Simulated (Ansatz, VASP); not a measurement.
## BP in two plane-wave programs

One calculation is typed for both programs; each brings its own data sets and cutoff. How far apart do they land? The cell is taken from a series of VASP runs on this material, whose earlier steps may have relaxed, scaled or displaced it; both programs get it as it stands.

Method: plane waves, with VASP 6.6.1 beside it; zone-centre phonons at PBE, in Ansatz 0.2.0.

**1. Set-up**

Symmetry: F-43m, No. 216, cubic system. Conventional cell: a = 4.547 Å, b = 4.547 Å, c = 4.547 Å, α = 90.00°, β = 90.00°, γ = 90.00°. P has 4 B at 1.97 Å nearest. Nearest to B lie 4 P at 1.97 Å. Farther neighbours are not listed.

Structure file:

```
P B
1.0
     0.00000    2.27337    2.27337
     2.27337    0.00000    2.27337
     2.27337    2.27337    0.00000
P B
1 1
Direct
  0.75000 0.75000 0.75000
  0.00000 0.00000 0.00000
```

**2. VASP: zone-centre phonons, PBE**

Second derivatives magnify differences that forces hide, and they need a tight electronic threshold.

Lines of VASP's logs that name or quote its potential files are left out, and so is its time.

File INCAR:

```
SYSTEM = BP
PREC = Accurate
ENCUT = 450
EDIFF = 1E-08
NELM = 100
ISMEAR = 0
SIGMA = 0.03
LREAL = .FALSE.
ALGO = Normal
GGA = PE
NBANDS = 10
LORBIT = 11
LWAVE = .FALSE.
LCHARG = .FALSE.
KPAR = 2
IBRION = 8
LEPSILON = .TRUE.
ISIF = 2
```

File POSCAR:

```
BP
1.0
    0.0000000000      2.2733687899      2.2733687899
    2.2733687899      0.0000000000      2.2733687899
    2.2733687899      2.2733687899      0.0000000000
P B
1 1
Direct
    0.7500000000      0.7500000000      0.7500000000
    0.0000000000      0.0000000000      0.0000000000
```

File KPOINTS:

```
Automatic mesh
0
Gamma
8 8 8
0 0 0
```

The projector-augmented-wave data sets are P and B (PBE family, release 64).

Command:

```console
$ mpirun -np 2 vasp_std
```

Numbers of over 12 decimals in the logs are rounded to 6 here.

The program printed:

```text
[banner, memory and clock lines left out]
running    2 mpi-ranks, on    1 nodes
 distrk:  each k-point on    1 cores,    2 groups
 distr:  one band on    1 cores,    1 groups

 POSCAR found type information on POSCAR P B
 POSCAR found :  2 types and       2 ions
 LDA part: xc-table for (Slater+PW92), standard interpolation
 POSCAR, INCAR and KPOINTS ok, starting setup
 FFT: planning ... GRIDC
 FFT: planning ... GRID_SOFT
 FFT: planning ... GRID
 WAVECAR not read
 entering main loop
       N       E                     dE             d eps       ncg     rms          rms(c)
DAV:   1     0.562449019308E+01    0.56245E+01   -0.36960E+03   588   0.643E+02
DAV:   2    -0.132457567806E+02   -0.18870E+02   -0.18347E+02   842   0.102E+02
DAV:   3    -0.136229264425E+02   -0.37717E+00   -0.37668E+00   700   0.133E+01
DAV:   4    -0.136244243759E+02   -0.14979E-02   -0.14977E-02   714   0.982E-01
DAV:   5    -0.136244317096E+02   -0.73337E-05   -0.73332E-05   704   0.630E-02    0.715E+00
DAV:   6    -0.130248164334E+02    0.59962E+00   -0.14320E+00   648   0.554E+00    0.387E+00
DAV:   7    -0.129358206082E+02    0.88996E-01   -0.23457E-01   742   0.258E+00    0.131E+00
DAV:   8    -0.129279538090E+02    0.78668E-02   -0.28126E-02   650   0.985E-01    0.204E-01
DAV:   9    -0.129282695411E+02   -0.31573E-03   -0.66005E-04   660   0.186E-01    0.120E-01
DAV:  10    -0.129284698738E+02   -0.20033E-03   -0.28852E-04   688   0.110E-01    0.290E-02
DAV:  11    -0.129284793869E+02   -0.95131E-05   -0.10229E-05   762   0.228E-02    0.309E-02
DAV:  12    -0.129284803639E+02   -0.97703E-06   -0.37279E-06   670   0.105E-02    0.730E-03
DAV:  13    -0.129284803347E+02    0.29224E-07   -0.72869E-08   736   0.202E-03    0.444E-03
DAV:  14    -0.129284804069E+02   -0.72241E-07   -0.34911E-08   634   0.112E-03    0.439E-04
DAV:  15    -0.129284803835E+02    0.23451E-07   -0.19871E-09   336   0.323E-04    0.583E-04
DAV:  16    -0.129284803866E+02   -0.31728E-08   -0.55562E-10   320   0.126E-04
   1 F= -.12928480E+02 E0= -.12928480E+02  d E =-.832959E-23
 Linear response reoptimize wavefunctions to high precision
DAV:   1    -0.129284803857E+02    0.89756E-09   -0.34898E-11   360   0.400E-05
DAV:   2    -0.129284803857E+02   -0.68212E-11   -0.17721E-12   318   0.111E-05
 Linear response G [H, r] |phi>, progress :
  Direction:   1
       N       E                     dE             d eps       ncg     rms
RMM:   1    -0.455167488391E+02   -0.45517E+02   -0.95066E+01  1448   0.449E+01
RMM:   2    -0.335057576391E+02    0.12011E+02   -0.27482E+00   940   0.113E+01
RMM:   3    -0.334990749419E+02    0.66827E-02   -0.15207E-03   989   0.122E+00
RMM:   4    -0.335087874183E+02   -0.97125E-02   -0.62735E-02  1017   0.154E-01
RMM:   5    -0.335028474036E+02    0.59400E-02   -0.28886E-03  1023   0.208E-02
RMM:   6    -0.335026399757E+02    0.20743E-03   -0.79960E-04  1048   0.344E-03
RMM:   7    -0.335025536766E+02    0.86299E-04    0.59998E-05  1018   0.841E-04
RMM:   8    -0.335025397787E+02    0.13898E-04    0.24674E-04   886   0.444E-04
RMM:   9    -0.335025461037E+02   -0.63250E-05    0.28611E-04   759   0.394E-04
RMM:  10    -0.335025440823E+02    0.20214E-05    0.21927E-04   695   0.386E-04
RMM:  11    -0.335025453839E+02   -0.13016E-05    0.24372E-04   601   0.385E-04
RMM:  12    -0.335025473649E+02   -0.19810E-05    0.25077E-04   519   0.385E-04
 Linear response G [H, r] |phi>, progress :
  Direction:   2
       N       E                     dE             d eps       ncg     rms
RMM:   1    -0.420438825281E+02   -0.42044E+02   -0.93367E+01  1441   0.429E+01
RMM:   2    -0.341805668931E+02    0.78633E+01   -0.16964E+00   935   0.984E+00
RMM:   3    -0.342020337091E+02   -0.21467E-01    0.16546E-02   980   0.102E+00
RMM:   4    -0.342123991515E+02   -0.10365E-01   -0.63310E-02  1015   0.133E-01
RMM:   5    -0.342064541896E+02    0.59450E-02   -0.35295E-03  1020   0.177E-02
RMM:   6    -0.342062490941E+02    0.20510E-03   -0.14626E-03  1047   0.288E-03
RMM:   7    -0.342061619156E+02    0.87179E-04   -0.58178E-04  1020   0.642E-04
RMM:   8    -0.342061663406E+02   -0.44251E-05   -0.54654E-04   881   0.308E-04
RMM:   9    -0.342061674189E+02   -0.10783E-05   -0.61600E-04   782   0.267E-04
RMM:  10    -0.342061580646E+02    0.93544E-05   -0.44070E-04   725   0.262E-04
RMM:  11    -0.342061650734E+02   -0.70089E-05   -0.51191E-04   633   0.259E-04
RMM:  12    -0.342061595490E+02    0.55244E-05   -0.52049E-04   522   0.261E-04
 Linear response G [H, r] |phi>, progress :
  Direction:   3
       N       E                     dE             d eps       ncg     rms
RMM:   1    -0.252811836648E+02   -0.25281E+02    0.64618E+01  1380   0.417E+01
RMM:   2    -0.203099302272E+02    0.49713E+01   -0.24409E+00   933   0.992E+00
RMM:   3    -0.202803313255E+02    0.29599E-01   -0.45919E-02   980   0.113E+00
RMM:   4    -0.202795026100E+02    0.82872E-03   -0.47846E-04  1010   0.146E-01
RMM:   5    -0.202795014978E+02    0.11122E-05   -0.14274E-05  1015   0.208E-02
RMM:   6    -0.202795015647E+02   -0.66882E-07   -0.39921E-07  1021   0.354E-03
RMM:   7    -0.202795015785E+02   -0.13797E-07   -0.43029E-07   984   0.912E-04
RMM:   8    -0.202795016239E+02   -0.45355E-07    0.18266E-06   885   0.494E-04
RMM:   9    -0.202795016493E+02   -0.25434E-07   -0.16308E-06   746   0.432E-04
[...]
RMM:   3    -0.287596189903E+00   -0.30528E-04   -0.26129E-05   965   0.323E-02
RMM:   4    -0.287596469325E+00   -0.27942E-06   -0.34420E-07   979   0.377E-03
RMM:   5    -0.287596475656E+00   -0.63314E-08   -0.55716E-09   966   0.455E-04
 change of polarisation eV/A/(eV/A) component  3 :     0.159    -0.182     0.575
 dielectric tensor                  component  3 :     1.221    -1.404     5.429
 Linear response to external field, progress :
  Direction:   1
       N       E                     dE             d eps       ncg     rms          rms(c)
RMM:   1    -0.553065142420E+00   -0.55307E+00   -0.25141E+00  4250   0.297E+00
RMM:   2    -0.574991006724E+00   -0.21926E-01   -0.56733E-03  3072   0.449E-01    0.124E+00
RMM:   3    -0.562662795585E+00    0.12328E-01   -0.65293E-03  3137   0.474E-01    0.706E-01
RMM:   4    -0.582334919885E+00   -0.19672E-01   -0.67724E-03  3126   0.504E-01    0.121E-01
RMM:   5    -0.588939452546E+00   -0.66045E-02   -0.20506E-04  3144   0.100E-01    0.248E-02
RMM:   6    -0.589096085831E+00   -0.15663E-03   -0.12206E-06  3272   0.136E-02    0.114E-02
RMM:   7    -0.589355755167E+00   -0.25967E-03   -0.11764E-06  3162   0.987E-03    0.655E-04
RMM:   8    -0.589366539639E+00   -0.10784E-04    0.35324E-08  3419   0.967E-04    0.242E-04
RMM:   9    -0.589369684688E+00   -0.31450E-05    0.25808E-08  3303   0.495E-04    0.108E-04
RMM:  10    -0.589369929427E+00   -0.24474E-06    0.16837E-08  2821   0.756E-05    0.411E-05
RMM:  11    -0.589370044813E+00   -0.11539E-06   -0.10284E-08  2319   0.723E-05    0.204E-06
 change of polarisation eV/A/(eV/A) component  1 :     1.101     0.333     0.195
 dielectric tensor                  component  1 :     9.479     2.566     1.503
 Linear response to external field, progress :
  Direction:   2
       N       E                     dE             d eps       ncg     rms          rms(c)
RMM:   1    -0.553182230754E+00   -0.55318E+00   -0.25152E+00  4250   0.297E+00
RMM:   2    -0.574986732945E+00   -0.21805E-01   -0.57463E-03  3074   0.449E-01    0.124E+00
RMM:   3    -0.562661142755E+00    0.12326E-01   -0.65530E-03  3137   0.474E-01    0.706E-01
RMM:   4    -0.582332179296E+00   -0.19671E-01   -0.67843E-03  3125   0.504E-01    0.121E-01
RMM:   5    -0.588939071317E+00   -0.66069E-02   -0.20488E-04  3144   0.100E-01    0.248E-02
RMM:   6    -0.589096808571E+00   -0.15774E-03   -0.12318E-06  3272   0.136E-02    0.114E-02
RMM:   7    -0.589355976028E+00   -0.25917E-03   -0.11849E-06  3163   0.985E-03    0.655E-04
RMM:   8    -0.589366779736E+00   -0.10804E-04    0.23983E-08  3421   0.965E-04    0.242E-04
RMM:   9    -0.589369911626E+00   -0.31319E-05    0.13011E-08  3308   0.491E-04    0.108E-04
RMM:  10    -0.589370154785E+00   -0.24316E-06   -0.59890E-11  2829   0.730E-05    0.413E-05
RMM:  11    -0.589370268770E+00   -0.11399E-06   -0.17683E-09  2336   0.695E-05    0.203E-06
 change of polarisation eV/A/(eV/A) component  2 :     0.321     1.101     0.171
 dielectric tensor                  component  2 :     2.472     9.479     1.315
 Linear response to external field, progress :
  Direction:   3
       N       E                     dE             d eps       ncg     rms          rms(c)
RMM:   1    -0.553073268739E+00   -0.55307E+00   -0.25141E+00  4252   0.297E+00
RMM:   2    -0.574987613397E+00   -0.21914E-01   -0.57450E-03  3072   0.449E-01    0.124E+00
RMM:   3    -0.562661490494E+00    0.12326E-01   -0.65461E-03  3137   0.474E-01    0.706E-01
RMM:   4    -0.582332622179E+00   -0.19671E-01   -0.67775E-03  3127   0.504E-01    0.121E-01
RMM:   5    -0.588938925710E+00   -0.66063E-02   -0.20489E-04  3144   0.100E-01    0.248E-02
RMM:   6    -0.589096728932E+00   -0.15780E-03   -0.12242E-06  3271   0.136E-02    0.114E-02
RMM:   7    -0.589355947425E+00   -0.25922E-03   -0.11812E-06  3163   0.985E-03    0.655E-04
RMM:   8    -0.589366752938E+00   -0.10806E-04    0.26697E-08  3412   0.968E-04    0.242E-04
RMM:   9    -0.589369881004E+00   -0.31281E-05    0.12683E-08  3305   0.493E-04    0.108E-04
RMM:  10    -0.589370127511E+00   -0.24651E-06   -0.54831E-09  2847   0.758E-05    0.413E-05
RMM:  11    -0.589370239805E+00   -0.11229E-06   -0.14435E-08  2321   0.722E-05    0.204E-06
 change of polarisation eV/A/(eV/A) component  3 :     0.250     0.279     1.101
 dielectric tensor                  component  3 :     1.924     2.145     9.479
 Linear response DOF=           2
 Linear response progress:
  Degree of freedom:   1/  2
       N       E                     dE             d eps       ncg     rms          rms(c)
RMM:   1    -0.436709563154E-01   -0.43671E-01    0.33512E-03  4413   0.142E+00
RMM:   2    -0.411060936022E-01    0.25649E-02   -0.42706E-03  2954   0.220E-01    0.146E-01
RMM:   3    -0.407915009915E-01    0.31459E-03   -0.12800E-04  3119   0.365E-02    0.835E-02
RMM:   4    -0.410285616108E-01   -0.23706E-03    0.13487E-04  3063   0.375E-02    0.831E-03
RMM:   5    -0.410069848444E-01    0.21577E-04    0.33393E-05  3225   0.639E-03    0.407E-03
RMM:   6    -0.410017668138E-01    0.52180E-05    0.81400E-06  3220   0.988E-04    0.237E-03
RMM:   7    -0.410006231393E-01    0.11437E-05    0.47989E-06  3205   0.799E-04    0.118E-04
RMM:   9    -0.409998328727E-01    0.19508E-06    0.54846E-06  3336   0.630E-05    0.154E-05
 first order change of Fermi-energy   0.21245E-03
 force on displaced ion       1 direction 1 : -18.879   0.000   0.000
 Born effective charge ion    1 direction 1 :   0.438   0.000   0.000
 Linear response progress:
  Degree of freedom:   2/  2
       N       E                     dE             d eps       ncg     rms          rms(c)
RMM:   1    -0.454486562495E-01   -0.45449E-01   -0.72853E-03  4593   0.114E+00
RMM:   2    -0.414243482172E-01    0.40243E-02    0.57489E-04  2999   0.239E-01    0.141E-01
RMM:   3    -0.415783639407E-01   -0.15402E-03    0.18483E-04  3074   0.821E-02    0.753E-02
RMM:   4    -0.419789953408E-01   -0.40063E-03    0.49987E-05  3010   0.788E-02    0.994E-03
RMM:   5    -0.419674153150E-01    0.11580E-04    0.12621E-05  3186   0.117E-02    0.116E-03
RMM:   6    -0.419688391811E-01   -0.14239E-05    0.13947E-06  3219   0.152E-03    0.496E-04
RMM:   7    -0.419672786728E-01    0.15605E-05    0.11664E-06  3263   0.487E-04    0.108E-04
RMM:   8    -0.419677628324E-01   -0.48416E-06    0.33087E-08  3306   0.134E-04    0.268E-05
RMM:   9    -0.419676752748E-01    0.87558E-07   -0.21600E-07  3422   0.542E-05    0.552E-06
RMM:  10    -0.419676782227E-01   -0.29479E-08   -0.11276E-07  3426   0.277E-05    0.117E-06
[... the rest is left out ...]
```

Parts of OUTCAR (step 2):

```text
ion  position               nearest neighbor table
   1  0.750  0.750  0.750-   2 1.97   2 1.97   2 1.97   2 1.97
   2  0.000  0.000  0.000-   1 1.97   1 1.97   1 1.97   1 1.97

  LATTYP: Found a face centered cubic cell.
 ALAT       =     4.5467375798

 Subroutine GETGRP returns: Found 24 space group operations
 (whereof 24 operations were pure point group operations)

The static configuration has the point symmetry T_d .

 Found     29 irreducible k-points:

   k-points           NKPTS =     29   k-points in BZ     NKDIM =     29   number of bands    NBANDS=     10

   dimension x,y,z NGX =    24 NGY =   24 NGZ =   24
   dimension x,y,z NGXF=    48 NGYF=   48 NGZF=   48

   ENCUT  =  450.0 eV  33.07 Ry    5.75 a.u.   5.56  5.56  5.56*2*pi/ulx,y,z

   NELECT =       8.0000    total number of electrons

 k-points in reciprocal lattice and weights: Automatic mesh
   0.00000000  0.00000000  0.00000000       0.002
   0.12500000  0.00000000  0.00000000       0.016
   0.25000000  0.00000000  0.00000000       0.016
   0.37500000  0.00000000  0.00000000       0.016
   0.50000000  0.00000000  0.00000000       0.008
   0.12500000  0.12500000  0.00000000       0.012
   0.25000000  0.12500000  0.00000000       0.047
   0.37500000  0.12500000  0.00000000       0.047
   0.50000000  0.12500000  0.00000000       0.047
[...]
-0.37500000  0.50000000  0.12500000       0.023
  -0.25000000  0.50000000  0.25000000       0.012

 average (electrostatic) potential at core
       1 -81.3433       2 -24.8723

  Total        0.0009486      0.0009486      0.0009486      0.0000000      0.0000000     -0.0000000
  in kB        0.0646795      0.0646795      0.0646795      0.0000000      0.0000000     -0.0000000
  external PRESSURE =       0.0646795 kB  Pullay stress =       0.0000000 kB

  energy-cutoff  :      450.00
  volume of cell :       23.50
      direct lattice vectors                 reciprocal lattice vectors
     0.000000000  2.273368790  2.273368790    -0.219937919  0.219937919  0.219937919
     2.273368790  0.000000000  2.273368790     0.219937919 -0.219937919  0.219937919
     2.273368790  2.273368790  0.000000000     0.219937919  0.219937919 -0.219937919

 POSITION                                       TOTAL-FORCE (eV/Angst)
 -----------------------------------------------------------------------------------
      3.41005      3.41005      3.41005        -0.000000      0.000000      0.000000
      0.00000      0.00000      0.00000         0.000000     -0.000000     -0.000000
 -----------------------------------------------------------------------------------
    total drift:                               -0.000000     -0.000000     -0.000000

 MACROSCOPIC STATIC DIELECTRIC TENSOR (including local field effects in DFT)
 ------------------------------------------------------
           9.478946    -0.000000    -0.000000
           0.000000     9.478946    -0.000000
          -0.000000    -0.000000     9.478946
 ------------------------------------------------------

 PIEZOELECTRIC TENSOR (including local field effects)  for field in x, y, z        (C/m^2)
          XX          YY          ZZ          XY          YZ          ZX
  --------------------------------------------------------------------------------
  x     0.00000    -0.00000     0.00000     0.00000    -0.09886     0.00000
  y    -0.00000     0.00000    -0.00000     0.00000     0.00000    -0.09886
  z     0.00000    -0.00000    -0.00000    -0.09886     0.00000     0.00000

 BORN EFFECTIVE CHARGES (including local field effects) (in |e|, cummulative output)
 ---------------------------------------------------------------------------------
 ion    1
    1     0.47471     0.00000     0.00000
    2     0.00000     0.47471    -0.00000
    3    -0.00000    -0.00000     0.47471
 ion    2
    1    -0.47471     0.00000    -0.00000
    2    -0.00000    -0.47471     0.00000
    3     0.00000     0.00000    -0.47471

 Eigenvectors and eigenvalues of the dynamical matrix
 ----------------------------------------------------

   1 f  =   23.997246 THz   150.779144 2PiTHz  800.461968 cm-1    99.244591 meV
             X         Y         Z           dx          dy          dz
      3.410053  3.410053  3.410053     0.000000    0.508610    0.000000
      0.000000  0.000000  0.000000     0.000000   -0.860997    0.000000

   2 f  =   23.997246 THz   150.779144 2PiTHz  800.461968 cm-1    99.244591 meV
             X         Y         Z           dx          dy          dz
      3.410053  3.410053  3.410053    -0.508610    0.000000    0.000000
      0.000000  0.000000  0.000000     0.860997    0.000000    0.000000

   3 f  =   23.997246 THz   150.779144 2PiTHz  800.461968 cm-1    99.244591 meV
             X         Y         Z           dx          dy          dz
      3.410053  3.410053  3.410053     0.000000    0.000000   -0.508610
      0.000000  0.000000  0.000000     0.000000    0.000000    0.860997

   4 f/i=    0.001239 THz     0.007783 2PiTHz    0.041319 cm-1     0.005123 meV
             X         Y         Z           dx          dy          dz
      3.410053  3.410053  3.410053     0.860997    0.000000    0.000000
      0.000000  0.000000  0.000000     0.508610    0.000000    0.000000

   5 f/i=    0.001239 THz     0.007783 2PiTHz    0.041319 cm-1     0.005123 meV
             X         Y         Z           dx          dy          dz
      3.410053  3.410053  3.410053     0.000000   -0.860997    0.000000
      0.000000  0.000000  0.000000     0.000000   -0.508610    0.000000

   6 f/i=    0.001239 THz     0.007783 2PiTHz    0.041319 cm-1     0.005123 meV
             X         Y         Z           dx          dy          dz
      3.410053  3.410053  3.410053     0.000000    0.000000    0.860997
      0.000000  0.000000  0.000000     0.000000    0.000000    0.508610

 MACROSCOPIC STATIC DIELECTRIC TENSOR IONIC CONTRIBUTION
 ------------------------------------------------------
           0.091908     0.000000     0.000000
           0.000000     0.091908    -0.000000
           0.000000    -0.000000     0.091908
 ------------------------------------------------------

 ELASTIC MODULI CONTR FROM IONIC RELAXATION (kBar)
 Direction    XX          YY          ZZ          XY          YZ          ZX
 --------------------------------------------------------------------------------
 XX          -0.0000      0.0000      0.0000     -0.0000      0.0000     -0.0000
 YY           0.0000     -0.0000     -0.0000     -0.0000     -0.0000      0.0000
 ZZ           0.0000     -0.0000     -0.0000      0.0000     -0.0000     -0.0000
 XY          -0.0000     -0.0000      0.0000   -164.0440      0.0000      0.0000
 YZ           0.0000     -0.0000     -0.0000      0.0000   -164.0440      0.0000
 ZX          -0.0000      0.0000     -0.0000      0.0000      0.0000   -164.0440
 --------------------------------------------------------------------------------

 PIEZOELECTRIC TENSOR IONIC CONTR  for field in x, y, z        (C/m^2)
          XX          YY          ZZ          XY          YZ          ZX
  --------------------------------------------------------------------------------
  x    -0.00000     0.00000     0.00000     0.00000     0.11554     0.00000
  y     0.00000    -0.00000     0.00000    -0.00000     0.00000     0.11554
  z     0.00000     0.00000    -0.00000     0.11554    -0.00000    -0.00000
```

The gap is read on the k-mesh alone, so it is an upper bound where the band edges lie off the mesh. Energies printed during the response cycles are not total energies of the cell.

(Continued in part 2 of 2.)

[Lines on the potential files, build, host, timing and source positions are cut from VASP's logs without a mark.]

[Logs are printed without paths, hosts, clocks, repeated set-up lines and the standing remarks that a program may print on its own settings, such as how far it seeks lower states.]

[Hosts, paths, dates, database ids (printed as entryN), source tags and the programs' standing remarks are cut or masked in the printed files.]
